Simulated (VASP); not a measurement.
## Ir: single point with BLYP

Crystal: Ir.

```xyz
3
Lattice="4.5107 0.0000 0.0000 -2.2553 3.9063 0.0000 0.0000 0.0000 2.7911" Properties=species:S:1:pos:R:3 pbc="T T T"
Ir   -2.2553    3.9063    0.0000
Ir    0.0000    2.6042    1.3955
Ir    2.2553    1.3021    1.3955
```

This isn't the form of Ir at room conditions, which is fcc.

| Item | Value |
| --- | --- |
| Program | VASP 6.6.1 |
| Task | single point |
| Functional | BLYP |
| Potentials or basis | VASP PAW PBE potentials, release 64 (Ir) |
| Cutoff | 520 eV |
| k mesh | 9 × 9 × 13 |
| Occupations | fermi-dirac, width 0.1 eV |
| Spin | no spin polarisation |

```yaml
Pressure: -7.8 GPa
Band_gap_on_the_k_mesh: none (metal or under the smearing width)
```

Levels at points of the mesh, in eV from the Fermi level:
```csv
k point,band 10,band 11,band 12,band 13,band 14,band 15,band 16,band 17,band 18,band 19
"(0.00, 0.00, 0.00)",-2.54,-1.74,-1.74,-1.68,-1.68,0.92,0.92,5.36,6.62,7.87
```

Run time: 85 s on 1 thread of Intel(R) Xeon(R) Platinum 8488C (Sapphire Rapids), on a shared host, peak memory 0.22 GiB.

Caveat: the PAW data sets were made with another functional, which shifts forces and pressure a little. The run has no spin-orbit coupling, so splittings on Ir are missing.
